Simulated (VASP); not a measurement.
**VASP 6.6.1, r²SCAN single-point calculation, CdTe (strained zincblende)**

INCAR

```
NSW = 0
SIGMA = 0.01
IBRION = -1
ALGO = Normal
METAGGA = R2SCAN
ENCUT = 520
LWAVE = .FALSE.
NBANDS = 16
ISMEAR = 0
LASPH = .TRUE.
NELM = 120
LCHARG = .FALSE.
PREC = Accurate
ISIF = 2
EDIFF = 1E-7
LREAL = .FALSE.
```

KPOINTS

```
KPOINTS created by Atomic Simulation Environment
0
Gamma
6 6 6
0 0 0
```

KPOINTS_OPT

```
special points
6
Reciprocal
0.0000000000 0.0000000000 0.0000000000 1
-0.5000000000 -0.5000000000 0.0000000000 1
-0.3750000000 -0.3750000000 0.2500000000 1
-0.3750000000 0.0000000000 0.3750000000 1
0.0000000000 0.0000000000 0.5000000000 1
-0.5000000000 -0.2500000000 0.2500000000 1
```

POSCAR

```
Cd Te
 1.0000000000000000
     0.0000000000000000    3.2471555649999999    3.2471555649999999
     3.2471555649999999    0.0000000000000000    3.2471555649999999
     3.2471555649999999    3.2471555649999999    0.0000000000000000
 Cd  Te
   1   1
Cartesian
  0.0000000000000000  0.0000000000000000  0.0000000000000000
  1.6235777825000000  1.6235777825000000  1.6235777825000000
```

VASP ran with the recommended PBE PAW datasets (18 valence electrons in the cell).

Command

```
mpirun -np 1 vasp_std
```

OSZICAR

```
N       E                     dE             d eps       ncg     rms          rms(c)
DAV:   1     0.547463420010E+02    0.54746E+02   -0.84487E+03   520   0.993E+02
DAV:   2    -0.477474540118E+02   -0.10249E+03   -0.97055E+02   616   0.238E+02
DAV:   3    -0.511744352912E+02   -0.34270E+01   -0.34232E+01   648   0.456E+01
DAV:   4    -0.511983501155E+02   -0.23915E-01   -0.23914E-01   752   0.350E+00
DAV:   5    -0.511984755510E+02   -0.12544E-03   -0.12544E-03   656   0.192E-01    0.546E+00
DAV:   6    -0.466475738500E+02    0.45509E+01   -0.28632E+00   528   0.212E+01    0.681E+00
DAV:   7    -0.466189557772E+02    0.28618E-01   -0.11703E-01   656   0.362E+00    0.451E+00
DAV:   8    -0.466291105939E+02   -0.10155E-01   -0.78800E-02   624   0.290E+00    0.922E-01
DAV:   9    -0.466322836348E+02   -0.31730E-02   -0.63610E-03   680   0.618E-01    0.345E-01
DAV:  10    -0.466320281785E+02    0.25546E-03   -0.18434E-03   592   0.458E-01    0.620E-02
DAV:  11    -0.466320237197E+02    0.44588E-05   -0.95234E-05   696   0.125E-01    0.417E-02
DAV:  12    -0.466320348158E+02   -0.11096E-04   -0.49285E-05   576   0.873E-02    0.224E-02
DAV:  13    -0.466320317333E+02    0.30825E-05   -0.12112E-05   632   0.411E-02    0.735E-03
DAV:  14    -0.466320319105E+02   -0.17722E-06   -0.27106E-07   600   0.450E-03    0.497E-03
DAV:  15    -0.466320316291E+02    0.28139E-06   -0.16192E-07   456   0.552E-03    0.213E-03
DAV:  16    -0.466320317238E+02   -0.94648E-07   -0.27975E-08   280   0.127E-03
   1 F= -.46632032E+02 E0= -.46632032E+02  d E =-.820904E-15
       N       E                     dE             ncg
DAV:   1     0.696266431306E+03   -0.28321E+04      192
DAV:   2     0.882291969369E+02   -0.60804E+03      224
DAV:   3     0.652396015650E+02   -0.22990E+02      256
DAV:   4     0.650828288722E+02   -0.15677E+00      272
DAV:   5     0.650818826953E+02   -0.94618E-03      280
DAV:   6     0.650818560778E+02   -0.26618E-04      256
DAV:   7     0.650818552404E+02   -0.83741E-06      256
DAV:   8     0.650818552094E+02   -0.31005E-07      176
```

From OUTCAR

```
k-points           NKPTS =     16   k-points in BZ     NKDIM =     16   number of bands    NBANDS=     16

   NELECT =      18.0000    total number of electrons

   dimension x,y,z NGX =    36 NGY =   36 NGZ =   36
   dimension x,y,z NGXF=    72 NGYF=   72 NGZF=   72

  energy-cutoff  :      520.00
  volume of cell :       68.48
      direct lattice vectors                 reciprocal lattice vectors
     0.000000000  3.247155565  3.247155565    -0.153980920  0.153980920  0.153980920
     3.247155565  0.000000000  3.247155565     0.153980920 -0.153980920  0.153980920
     3.247155565  3.247155565  0.000000000     0.153980920  0.153980920 -0.153980920

 k-points in reciprocal lattice and weights: KPOINTS created by Atomic Simulation Env
   0.00000000  0.00000000  0.00000000       0.005
   0.16666667  0.00000000  0.00000000       0.037
   0.33333333  0.00000000  0.00000000       0.037
   0.50000000  0.00000000  0.00000000       0.019
   0.16666667  0.16666667  0.00000000       0.028
   0.33333333  0.16666667  0.00000000       0.111
   0.50000000  0.16666667  0.00000000       0.111
  -0.33333333  0.16666667  0.00000000       0.111
   ...

 E-fermi :   2.0974

 k-point     1 :       0.0000    0.0000    0.0000
  band No.  band energies     occupation
      1      -9.4441      2.00000
      2      -6.4960      2.00000
      3      -6.4960      2.00000
      4      -6.4960      2.00000
      5      -6.2161      2.00000
      6      -6.2161      2.00000
      7       2.0471      2.00000
      8       2.0471      2.00000
      9       2.0471      2.00000
     10       3.2988      0.00000
     11       7.0800      0.00000
     12       7.0800      0.00000
     13       7.0800      0.00000
     14       9.9686      0.00000
     15      11.8657      0.00000
     16      11.8657      0.00000

 k-point     2 :       0.1667    0.0000    0.0000
  band No.  band energies     occupation
      1      -9.3423      2.00000
      2      -6.4765      2.00000
      3      -6.4765      2.00000
      4      -6.4058      2.00000
      5      -6.2171      2.00000
      6      -6.2171      2.00000
      7       0.3712      2.00000
      8       1.8191      2.00000
      9       1.8191      2.00000
     10       4.3217      0.00000
     11       7.1745      0.00000
     12       7.4233      0.00000
     13       7.4233      0.00000
     14      10.9656      0.00000
     15      10.9656      0.00000
     16      10.9763      0.00000

 k-point     3 :       0.3333    0.0000    0.0000
  band No.  band energies     occupation
      1      -9.1396      2.00000
      2      -6.4424      2.00000
      3      -6.4423      2.00000
      4      -6.2131      2.00000
      5      -6.2131      2.00000
      6      -6.1082      2.00000
      7      -1.5407      2.00000
      8       1.4337      2.00000
      9       1.4337      2.00000
     10       4.3901      0.00000
     11       7.6883      0.00000
     12       7.6883      0.00000
     13       8.7244      0.00000
     14      10.5680      0.00000
     15      11.4156      0.00000
     16      11.4156      0.00000

 k-point     4 :       0.5000    0.0000    0.0000
  band No.  band energies     occupation
      1      -9.0410      2.00000
      2      -6.4287      2.00000
      3      -6.4287      2.00000
      4      -6.2071      2.00000
      5      -6.2071      2.00000
      6      -5.8462      2.00000
      7      -2.4161      2.00000
      8       1.2651      2.00000
      9       1.2651      2.00000
     10       4.2730      0.00000
     11       7.6340      0.00000
     12       7.6340      0.00000
     13       9.4599      0.00000
     14      11.2603      0.00000
     15      12.9258      0.00000
     16      12.9258      0.00000

 k-point     5 :       0.1667    0.1667    0.0000
  band No.  band energies     occupation
      1      -9.3087      2.00000
      2      -6.4567      2.00000
      3      -6.4567      2.00000
      4      -6.4055      2.00000
      5      -6.2238      2.00000
      6      -6.2082      2.00000
      7       0.3882      2.00000
      8       1.4402      2.00000
      9       1.4402      2.00000
     10       4.9333      0.00000
     11       6.1448      0.00000
     12       8.0535      0.00000
     13       8.0535      0.00000
     14       9.6330      0.00000
     15      11.7722      0.00000
     16      12.1172      0.00000

 k-point     6 :       0.3333    0.1667    0.0000
  band No.  band energies     occupation
      1      -9.1410      2.00000
      2      -6.4296      2.00000
      3      -6.4184      2.00000
      4      -6.2677      2.00000
      5      -6.2022      2.00000
      6      -6.1354      2.00000
      7      -1.0584      2.00000
      8       0.9289      2.00000
      9       1.0251      2.00000
     10       5.2971      0.00000
     11       6.4846      0.00000
     12       8.1667      0.00000
     13       8.6252      0.00000
     14      10.4422      0.00000
     15      12.3075      0.00000
     16      12.3236      0.00000

 k-point     7 :       0.5000    0.1667    0.0000
  band No.  band energies     occupation
      1      -9.0111      2.00000
      2      -6.4129      2.00000
      3      -6.4017      2.00000
      4      -6.2322      2.00000
      5      -6.2039      2.00000
      6      -5.8204      2.00000
      7      -2.1918      2.00000
      8       0.3991      2.00000
      9       0.9400      2.00000
     10       5.2107      0.00000
     11       7.1076      0.00000
     12       8.4137      0.00000
     13       9.0735      0.00000
     14      11.3701      0.00000
     15      12.6473      0.00000
     16      13.0020      0.00000

 k-point     8 :      -0.3333    0.1667    0.0000
  band No.  band energies     occupation
      1      -9.0430      2.00000
      2      -6.4168      2.00000
      3      -6.4140      2.00000
      4      -6.2192      2.00000
      5      -6.2182      2.00000
      6      -5.9084      2.00000
      7      -1.9161      2.00000
      8       0.2579      2.00000
      9       1.2418      2.00000
     10       5.2844      0.00000
     11       7.3549      0.00000
     12       8.1093      0.00000
     13       8.8408      0.00000
     14      10.9939      0.00000
     15      11.7729      0.00000
     16      12.9735      0.00000

 k-point     9 :      -0.1667    0.1667    0.0000
  band No.  band energies     occupation
      1      -9.2074      2.00000
      2      -6.4543      2.00000
      3      -6.4383      2.00000
      4      -6.2685      2.00000
      5      -6.2255      2.00000
      6      -6.1917      2.00000
      7      -0.6347      2.00000
      8       0.7940      2.00000
      9       1.6968      2.00000
     10       5.1393      0.00000
     11       7.1479      0.00000
     12       7.6573      0.00000
     13       7.9384      0.00000
     14      10.1895      0.00000
     15      11.5609      0.00000
     16      12.3677      0.00000

 k-point    10 :       0.3333    0.3333    0.0000
  band No.  band energies     occupation
      1      -9.0439      2.00000
      2      -6.3714      2.00000
      3      -6.3714      2.00000
      4      -6.3079      2.00000
      5      -6.1923      2.00000
      6      -6.0105      2.00000
      7      -1.4128      2.00000
      8       0.5313      2.00000
      9       0.5313      2.00000
     10       5.0973      0.00000
     11       5.5449      0.00000
     12       9.9048      0.00000
     13      10.0901      0.00000
     14      10.0901      0.00000
     15      12.8075      0.00000
     16      14.6068      0.00000

 k-point    11 :       0.5000    0.3333    0.0000
  band No.  band energies     occupation
      1      -8.9501      2.00000
      2      -6.3668      2.00000
      3      -6.3491      2.00000
      4      -6.2834      2.00000
      5      -6.1933      2.00000
      6      -5.7483      2.00000
      7      -2.0618      2.00000
      8      -0.1369      2.00000
      9       0.3943      2.00000
     10       5.1910      0.00000
     11       6.0902      0.00000
     12       9.5373      0.00000
     13      10.2647      0.00000
     14      11.7669      0.00000
     15      13.2750      0.00000
     16      14.1414      0.00000

 k-point    12 :      -0.3333    0.3333    0.0000
  band No.  band energies     occupation
      1      -8.9506      2.00000
      2      -6.3865      2.00000
      3      -6.3693      2.00000
      4      -6.2437      2.00000
      5      -6.2106      2.00000
      6      -5.6869      2.00000
      7      -2.0962      2.00000
      8      -0.6026      2.00000
      9       0.7094      2.00000
     10       5.4457      0.00000
     11       7.5309      0.00000
     12       9.3681      0.00000
     13       9.5044      0.00000
     14      10.0977      0.00000
     15      11.5340      0.00000
     16      14.8410      0.00000

 ...

  Total        0.5921142      0.5921142      0.5921142     -0.0000000     -0.0000000      0.0000000
  in kB       13.8540499     13.8540499     13.8540499     -0.0000000     -0.0000000      0.0000000
  external PRESSURE =      13.8540499 kB  Pullay stress =       0.0000000 kB

 POSITION                                       TOTAL-FORCE (eV/Angst)
 -----------------------------------------------------------------------------------
      0.00000      0.00000      0.00000         0.000000      0.000000      0.000000
      1.62358      1.62358      1.62358        -0.000000     -0.000000     -0.000000
 -----------------------------------------------------------------------------------
    total drift:                               -0.000001     -0.000001     -0.000001

  FREE ENERGIE OF THE ION-ELECTRON SYSTEM (eV)
  ---------------------------------------------------
  free  energy   TOTEN  =       -46.6320317238 eV

  energy  without entropy=      -46.6320317238  energy(sigma->0) =      -46.63203172
```

| Quantity | Value |
| --- | --- |
| gap between bands v and c | 1.25 eV |
| least direct gap | 1.25 eV |
| pressure | 1.4 GPa |

Band v is the last that the valence electrons fill when counted band by band, and c is the next.

The run took about 75 s on one core of a shared host (Intel Xeon Platinum 8488C) and held 0.22 GiB at most.
